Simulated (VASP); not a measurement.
# TiN (Osbornite) (Fm-3m) in VASP: further runs

The runs below take TiN (Osbornite) through relaxation of cell and atoms, with PBE, RPBE.

All numbers are computed with VASP 6.6.1; they aren't measurements. Logs are shortened: lines on timing, memory, paths and dates and some standing lists are left out, and cuts for length are marked.

### Step 1. Starting point

It takes space group Fm-3m (No. 225, cubic). The conventional cell has a = 4.238 Å, b = 4.238 Å, c = 4.238 Å, α = 90.00°, β = 90.00°, γ = 90.00°. Ti (site symmetry m-3m) is surrounded by 6 N at 2.12 Å. N (site symmetry m-3m) has 6 Ti at 2.12 Å as nearest neighbours.

### Step 2. Relaxation of cell and atoms, PBE

Contents of INCAR:

```
SYSTEM = TiN
PREC = Accurate
ENCUT = 600
EDIFF = 1E-6
ISMEAR = 1
SIGMA = 0.1
LREAL = .FALSE.
LASPH = .TRUE.
NELM = 80
ALGO = Normal
ISIF = 3
LWAVE = .FALSE.
LCHARG = .FALSE.
GGA = PE
IBRION = 2
NSW = 90
EDIFFG = -0.01
```

Contents of KPOINTS:

```
regular mesh
0
G
  16 16 16
  0 0 0
```

Contents of POSCAR:

```
TiN
1.0
    0.0000000000      2.1190000000      2.1190000000
    2.1190000000      0.0000000000      2.1190000000
    2.1190000000      2.1190000000      0.0000000000
Ti N
1 1
Direct
    0.0000000000      0.0000000000      0.0000000000
    0.5000000000      0.5000000000      0.5000000000
```

Potentials or basis: VASP PAW PBE potentials, release 64 (Ti_sv, N).

Command:

```bash
$ cat potpaw_PBE.64/Ti_sv/POTCAR potpaw_PBE.64/N/POTCAR > POTCAR
$ mpirun -np 1 vasp_std > vasp.out
```

OUTCAR:

```text
SYSTEM = TiN
   PREC = Accurate
   ENCUT = 600
   EDIFF = 1E-6
   ISMEAR = 1
   LREAL = .FALSE.
   LASPH = .TRUE.
   NELM = 80
   ISIF = 3
   GGA = PE
   IBRION = 2
   NSW = 90
   EDIFFG = -0.01

 ion  position               nearest neighbor table
   1  0.000  0.000  0.000-   2 2.12   2 2.12   2 2.12   2 2.12   2 2.12   2 2.12
   2  0.500  0.500  0.500-   1 2.12   1 2.12   1 2.12   1 2.12   1 2.12   1 2.12

  LATTYP: Found a face centered cubic cell.
 ALAT       =     4.2380000000

  Lattice vectors:

 A1 = (   0.0000000000,   2.1190000000,   2.1190000000)
 A2 = (   2.1190000000,   0.0000000000,   2.1190000000)
 A3 = (   2.1190000000,   2.1190000000,   0.0000000000)

Analysis of symmetry for initial positions (statically):
=====================================================================
 Subroutine PRICEL returns:
 Original cell was already a primitive cell.

 Routine SETGRP: Setting up the symmetry group for a
 face centered cubic supercell.

 Subroutine GETGRP returns: Found 48 space group operations
 (whereof 48 operations were pure point group operations)
 out of a pool of 48 trial point group operations.

The static configuration has the point symmetry O_h .

Analysis of symmetry for dynamics (positions and initial velocities):
=====================================================================
 Subroutine PRICEL returns:
 Original cell was already a primitive cell.

 Routine SETGRP: Setting up the symmetry group for a
 face centered cubic supercell.

 Subroutine GETGRP returns: Found 48 space group operations
 (whereof 48 operations were pure point group operations)
 out of a pool of 48 trial point group operations.

The dynamic configuration has the point symmetry O_h .

 Subroutine INISYM returns: Found 48 space group operations
 (whereof 48 operations are pure point group operations),
 and found     1 'primitive' translations

----------------------------------------------------------------------------------------

                                     Primitive cell

  volume of cell :      19.0293

  direct lattice vectors                    reciprocal lattice vectors
     0.000000000  2.119000000  2.119000000    -0.235960359  0.235960359  0.235960359
     2.119000000  0.000000000  2.119000000     0.235960359 -0.235960359  0.235960359
     2.119000000  2.119000000  0.000000000     0.235960359  0.235960359 -0.235960359

  length of vectors
     2.996718539  2.996718539  2.996718539     0.408695330  0.408695330  0.408695330

  position of ions in fractional coordinates (direct lattice)
     0.000000000  0.000000000  0.000000000
     0.500000000  0.500000000  0.500000000

  ion indices of the primitive-cell ions
   primitive index   ion index
                 1           1
                 2           2

----------------------------------------------------------------------------------------

 KPOINTS: regular mesh

Automatic generation of k-mesh.
 Grid dimensions read from file:
 generate k-points for:   16   16   16

 Generating k-lattice:

  Cartesian coordinates                     Fractional coordinates (reciprocal lattice)
    -0.014747522  0.014747522  0.014747522     0.062500000  0.000000000  0.000000000
     0.014747522 -0.014747522  0.014747522     0.000000000  0.062500000  0.000000000
     0.014747522  0.014747522 -0.014747522     0.000000000  0.000000000  0.062500000

  Length of vectors
     0.025543458  0.025543458  0.025543458

  Shift w.r.t. Gamma in fractional coordinates (k-lattice)
     0.000000000  0.000000000  0.000000000

 Subroutine IBZKPT returns following result:
 ===========================================

 Found    145 irreducible k-points:

 Following reciprocal coordinates:
            Coordinates               Weight
  0.000000  0.000000  0.000000      1.000000
  0.062500  0.000000  0.000000      8.000000
  0.125000  0.000000  0.000000      8.000000
  0.187500  0.000000  0.000000      8.000000
  0.250000  0.000000  0.000000      8.000000
  0.312500  0.000000  0.000000      8.000000
[... 16 lines left out ...]
 -0.125000  0.062500  0.000000     24.000000
 -0.062500  0.062500  0.000000     12.000000
 [... further k-points ...]
   k-points           NKPTS =    145   k-points in BZ     NKDIM =    145   number of bands    NBANDS=     12
   number of dos      NEDOS =    301   number of ions     NIONS =      2
   total plane-waves  NPLWV =  13824
   dimension x,y,z NGX =    24 NGY =   24 NGZ =   24
   dimension x,y,z NGXF=    48 NGYF=   48 NGZF=   48
   ions per type =               1   1
   NGX,Y,Z   is equivalent  to a cutoff of  13.31, 13.31, 13.31 a.u.
   NGXF,Y,Z  is equivalent  to a cutoff of  26.63, 26.63, 26.63 a.u.
 SYSTEM =  TiN
   PREC   = accura    normal or accurate (medium, high low for compatibility)
   ISTART =      0    job   : 0-new  1-cont  2-samecut
   ICHARG =      2    charge: 1-file 2-atom 10-const
   ISPIN  =      1    spin polarized calculation?
   LNONCOLLINEAR =      F non collinear calculations
   LSORBIT =      F    spin-orbit coupling
   LASPH  =      T    aspherical Exc in radial PAW
   ENCUT  =  600.0 eV  44.10 Ry    6.64 a.u.   5.99  5.99  5.99*2*pi/ulx,y,z
   NELM   =     80;   NELMIN=  2; NELMDL= -5     # of ELM steps
   EDIFF  = 0.1E-05   stopping-criterion for ELM
   LREAL  =      F    real-space projection
   EDIFFG = -.1E-01   stopping-criterion for IOM
   NSW    =     90    number of steps for IOM
   IBRION =      2    ionic relax: 0-MD 1-quasi-New 2-CG
   NFREE  =      1    steps in history (QN), initial steepest desc. (CG)
   ISIF   =      3    stress and relaxation
   ISYM   =      2    0-nonsym 1-usesym 2-fastsym
   POTIM  = 0.5000    time-step for ionic-motion
   TEBEG  =    0.0;   TEEND  =   0.0 temperature during run
   PSTRESS=    0.0 pullay stress
   NELECT =      17.0000    total number of electrons
   NUPDOWN=      -1.0000    fix difference up-down
   EMIN   =  10.00;   EMAX   =-10.00  energy-range for DOS
   EFERMI =   0.00;   METHOD = LEGACY
   ISMEAR =     1;   SIGMA  =   0.10  broadening in eV -4-tet -1-fermi 0-gaus
   EFERMI_NEDOS =   21; number of points for ismear=-14 and -15
   IALGO  =     38    algorithm
   IMIX   =      4    mixing-type and parameters
     AMIX     =   0.40;   BMIX     =  1.00
     AMIX_MAG =   1.60;   BMIX_MAG =  1.00
  volume/ion in A,a.u.               =       9.51        64.21
  Fermi-wavevector in a.u.,A,eV,Ry     =   1.576704  2.979539 33.824024  2.485996
  Thomas-Fermi vector in A             =   2.677497
   LORBIT       =      0    0 simple, 1 ext, 2 COOP (PROOUT), +10 PAW based schemes
   GGA     = PE    functional components
   LHFCALC =     F    Hartree Fock is set to
   AEXX    =    0.0000 exact exchange contribution
   IVDW    =     0    specifies the selected vdW correction
   LEPSILON=     F    determine dielectric tensor
   LRPA    =     F    only Hartree local field effects (RPA)
 conjugate gradient relaxation of ions
 non-spin polarized calculation
 Methfessel and Paxton  Order N= 1 SIGMA  =   0.10
  energy-cutoff  :      600.00
  volume of cell :       19.03
 maximum number of plane-waves:       652
   NGX = 11   NGY = 11   NGZ = 11

--------------------------------------- Ionic step        1  -------------------------------------------

 number of electron      17.0000001 magnetization

 Free energy of the ion-electron system (eV)
  ---------------------------------------------------
  ext. energy  EPLUGINS =         0.00000000
  ---------------------------------------------------
  free energy    TOTEN  =       -19.63681692 eV

  energy without entropy =      -19.63546780  energy(sigma->0) =      -19.63636722

------------------------ aborting loop because EDIFF is reached ----------------------------------------

  FORCE on cell =-STRESS in cart. coord.  units (eV):
  Direction    XX          YY          ZZ          XY          YZ          ZX
  --------------------------------------------------------------------------------------
  -------------------------------------------------------------------------------------
  Total        0.2463250      0.2463250      0.2463250     -0.0000000      0.0000000     -0.0000000
  in kB       20.7393993     20.7393993     20.7393993     -0.0000000      0.0000000     -0.0000000
  external PRESSURE =      20.7393993 kB  Pullay stress =       0.0000000 kB
[... 57 lines left out ...]
  energy  without entropy=      -19.6346981905  energy(sigma->0) =      -19.63557958

--------------------------------------- Ionic step        3  -------------------------------------------

 number of electron      17.0000002 magnetization

 Free energy of the ion-electron system (eV)
  ---------------------------------------------------
  ext. energy  EPLUGINS =         0.00000000
  ---------------------------------------------------
  free energy    TOTEN  =       -19.63774906 eV

  energy without entropy =      -19.63641089  energy(sigma->0) =      -19.63730300

 E-fermi :  11.3943     XC(G=0): -12.9933

 val. band max:       11.3913974993   @ k =   0.4375   0.1875   0.0625
 cond. band min:      11.3948499071   @ k =   0.3750   0.1250   0.0000
 fundamental gap:      0.0034524078
 Fermi energy:        11.3943006897

 k-point     1 :       0.0000    0.0000    0.0000
  band No.  band energies     occupation
      1     -46.4967      2.00000
      2     -22.4801      2.00000
      3     -22.4801      2.00000
      4     -22.4801      2.00000
      5      -5.6892      2.00000
      6       9.3457      2.00000
      7       9.3457      2.00000
      8       9.3457      2.00000
      9      10.7716      2.00000
     10      10.7716      2.00000
     11      10.7716      2.00000
     12      11.9542     -0.00000
[... 331 lines left out ...]
 k-point    24 :      -0.0625    0.0625    0.0000
  band No.  band energies     occupation
      1     -46.4874      2.00000
      2     -22.5403      2.00000
      3     -22.4956      2.00000
      4     -22.4812      2.00000
      5      -5.4914      2.00000
      6       8.2802      2.00000
      7       8.5100      2.00000
      8       8.8213      2.00000
      9      10.8874      2.00000
     10      11.1722      2.00736
     11      11.2831      2.06636
     12      12.3854     -0.00000

 [... further k-points ...]
[... 5 lines left out ...]
  --------------------------------------------------------------------------------------
  -------------------------------------------------------------------------------------
  Total       -0.0014144     -0.0014144     -0.0014144     -0.0000000     -0.0000000      0.0000000
  in kB       -0.1181971     -0.1181971     -0.1181971     -0.0000000     -0.0000000      0.0000000
  external PRESSURE =      -0.1181971 kB  Pullay stress =       0.0000000 kB
[... 17 lines left out ...]
  FREE ENERGIE OF THE ION-ELECTRON SYSTEM (eV)
  ---------------------------------------------------
  free  energy   TOTEN  =       -19.6377490578 eV

  energy  without entropy=      -19.6364108918  energy(sigma->0) =      -19.63730300

 reached required accuracy - stopping structural energy minimisation
```

Run time: 43 s. Hardware: 1 thread of Intel Xeon 6975P-C (Granite Rapids), shared host; peak memory 0.17 GiB.

Results:

| Quantity | Value |
| --- | --- |
| Free energy | -19.6377 eV |
| Relaxed volume | 9.59 Å³/atom |
| Relaxed cell | a = 3.004 Å, b = 3.004 Å, c = 3.004 Å, α = 60.00°, β = 60.00°, γ = 60.00° |
| Space group after relaxing (to 0.05 Å) | Fm-3m (No. 225) |
| Energy gained by relaxing | 0.5 meV/atom |
| Ionic steps | 3 |
| Pressure after relaxing | 0.0 GPa |
| Band gap on the k mesh | none (metal or under the smearing width) |

The path:
```csv
step,energy change (eV),largest force (eV/Å),pressure (GPa),volume (Å³)
1,0.0000,0.0000,2.07,19.03
2,0.0008,0.0000,-2.74,19.37
3,-0.0009,0.0000,-0.01,19.17
```

Final structure:
```cif
data_structure
_symmetry_space_group_name_H-M 'P 1'
_symmetry_Int_Tables_number 1
_cell_length_a 3.0042
_cell_length_b 3.0042
_cell_length_c 3.0042
_cell_angle_alpha 60.000
_cell_angle_beta 60.000
_cell_angle_gamma 60.000
_cell_volume 19.17
loop_
_atom_site_label
_atom_site_type_symbol
_atom_site_fract_x
_atom_site_fract_y
_atom_site_fract_z
_atom_site_occupancy
Ti1 Ti 0.00000 0.00000 0.00000 1
N1 N 0.50000 0.50000 0.50000 1
```

### Step 3. Relaxation of cell and atoms, PBE

This run uses another cell than the first one, of 9.59 Å³/atom, 1.008 times its volume.

INCAR, as its differences from that of step 2:

```diff
@@ -3,3 +3,3 @@
 ENCUT = 600
-EDIFF = 1E-6
+EDIFF = 1E-7
 ISMEAR = 1
@@ -16,2 +16,2 @@
 NSW = 90
-EDIFFG = -0.01
+EDIFFG = -0.005
```

KPOINTS is that of step 2.

Contents of POSCAR:

```
TiN                                     
1.0
   -0.0000000000      2.1242992028      2.1242992028
    2.1242992028      0.0000000000      2.1242992028
    2.1242992028      2.1242992028     -0.0000000000
  Ti              N             
     1     1
Direct
     0.0000000000000000    0.0000000000000000    0.0000000000000000
     0.5000000000000000    0.5000000000000000    0.5000000000000000
```

Potentials or basis: VASP PAW PBE potentials, release 64 (Ti_sv, N).

Command:

```bash
$ cat potpaw_PBE.64/Ti_sv/POTCAR potpaw_PBE.64/N/POTCAR > POTCAR
$ mpirun -np 1 vasp_std > vasp.out
```

OUTCAR:

```text
SYSTEM = TiN
   PREC = Accurate
   ENCUT = 600
   EDIFF = 1E-7
   ISMEAR = 1
   LREAL = .FALSE.
   LASPH = .TRUE.
   NELM = 80
   ISIF = 3
   GGA = PE
   IBRION = 2
   NSW = 90
   EDIFFG = -0.005

 ion  position               nearest neighbor table
   1  0.000  0.000  0.000-   2 2.12   2 2.12   2 2.12   2 2.12   2 2.12   2 2.12
   2  0.500  0.500  0.500-   1 2.12   1 2.12   1 2.12   1 2.12   1 2.12   1 2.12

  LATTYP: Found a face centered cubic cell.
 ALAT       =     4.2485984056
[... 543 lines left out ...]
      7       8.5099      2.00000
      8       8.8213      2.00000
      9      10.8875      2.00000
     10      11.1723      2.00736
     11      11.2832      2.06634
     12      12.3855     -0.00000

 [... further k-points ...]
[... 5 lines left out ...]
  --------------------------------------------------------------------------------------
  -------------------------------------------------------------------------------------
  Total       -0.0006225     -0.0006225     -0.0006225      0.0000000     -0.0000000      0.0000000
  in kB       -0.0520170     -0.0520170     -0.0520170      0.0000000     -0.0000000      0.0000000
  external PRESSURE =      -0.0520170 kB  Pullay stress =       0.0000000 kB

 VOLUME and BASIS-vectors are now :
 -----------------------------------------------------------------------------
  energy-cutoff  :      600.00
  volume of cell :       19.17
      direct lattice vectors                 reciprocal lattice vectors
     0.000000000  2.124299203  2.124299203    -0.235371740  0.235371740  0.235371740
     2.124299203  0.000000000  2.124299203     0.235371740 -0.235371740  0.235371740
     2.124299203  2.124299203  0.000000000     0.235371740  0.235371740 -0.235371740

 POSITION                                       TOTAL-FORCE (eV/Angst)
 -----------------------------------------------------------------------------------
      0.00000      0.00000      0.00000         0.000000     -0.000000      0.000000
      2.12430      2.12430      2.12430        -0.000000      0.000000     -0.000000
 -----------------------------------------------------------------------------------
    total drift:                                0.000000     -0.000000     -0.000000

  FREE ENERGIE OF THE ION-ELECTRON SYSTEM (eV)
  ---------------------------------------------------
  free  energy   TOTEN  =       -19.6380024622 eV

  energy  without entropy=      -19.6366642626  energy(sigma->0) =      -19.63755640

 reached required accuracy - stopping structural energy minimisation
```

OSZICAR:

```text
N       E                     dE             d eps       ncg     rms          rms(c)
DAV:   1     0.153377965659E+03    0.15338E+03   -0.96948E+03  3480   0.186E+03
DAV:   2    -0.999342874809E+01   -0.16337E+03   -0.15623E+03  3656   0.443E+02
DAV:   3    -0.240113064455E+02   -0.14018E+02   -0.13548E+02  4272   0.125E+02
DAV:   4    -0.247956121356E+02   -0.78431E+00   -0.78157E+00  4860   0.283E+01
DAV:   5    -0.248164185564E+02   -0.20806E-01   -0.20804E-01  4444   0.415E+00    0.181E+01
DAV:   6    -0.199564967403E+02    0.48599E+01   -0.31893E+01  4316   0.719E+01    0.648E+00
DAV:   7    -0.196728954703E+02    0.28360E+00   -0.35216E+00  4176   0.243E+01    0.476E+00
DAV:   8    -0.197147079188E+02   -0.41812E-01   -0.96321E-01  3864   0.143E+01    0.299E+00
DAV:   9    -0.196459084299E+02    0.68799E-01   -0.17162E-01  3868   0.643E+00    0.126E+00
DAV:  10    -0.196392285989E+02    0.66798E-02   -0.75653E-02  3760   0.407E+00    0.469E-01
DAV:  11    -0.196382250153E+02    0.10036E-02   -0.55035E-03  4216   0.935E-01    0.193E-01
DAV:  12    -0.196380033263E+02    0.22169E-03   -0.10853E-03  4412   0.532E-01    0.398E-02
DAV:  13    -0.196380039805E+02   -0.65424E-06   -0.85346E-05  4196   0.111E-01    0.214E-02
DAV:  14    -0.196380023957E+02    0.15848E-05   -0.17840E-05  3848   0.604E-02    0.371E-03
DAV:  15    -0.196380025350E+02   -0.13931E-06   -0.98734E-07  4116   0.128E-02    0.193E-03
DAV:  16    -0.196380024622E+02    0.72844E-07   -0.90936E-08  2120   0.465E-03
   1 F= -.19638002E+02 E0= -.19637556E+02  d E =-.196380E+02
```

CONTCAR:

```text
TiN
   1.00000000000000
     0.0000000000000000    2.1242992028000001    2.1242992028000001
     2.1242992028000001    0.0000000000000000    2.1242992028000001
     2.1242992028000001    2.1242992028000001    0.0000000000000000
  Ti              N
     1     1
Direct
     0.0000000000000000    0.0000000000000000    0.0000000000000000
     0.5000000000000000    0.5000000000000000    0.5000000000000000

  0.00000000E+00  0.00000000E+00  0.00000000E+00
  0.00000000E+00  0.00000000E+00  0.00000000E+00
```

It took 17 s on 1 thread of Intel Xeon 6975P-C (Granite Rapids), shared host; peak memory 0.17 GiB.

What came out:

| Quantity | Value |
| --- | --- |
| Free energy | -19.6380 eV |
| Pressure after relaxing | 0.0 GPa |
| Band gap on the k mesh | none (metal or under the smearing width) |

Final structure:
```
Ti N
1.0
     0.00000    2.12430    2.12430
     2.12430    0.00000    2.12430
     2.12430    2.12430    0.00000
Ti N
1 1
Direct
  0.00000 0.00000 0.00000
  0.50000 0.50000 0.50000
```

Caveat: the relaxation stopped at its first step, so nothing moved.

(Continued in part 2 of 2.)
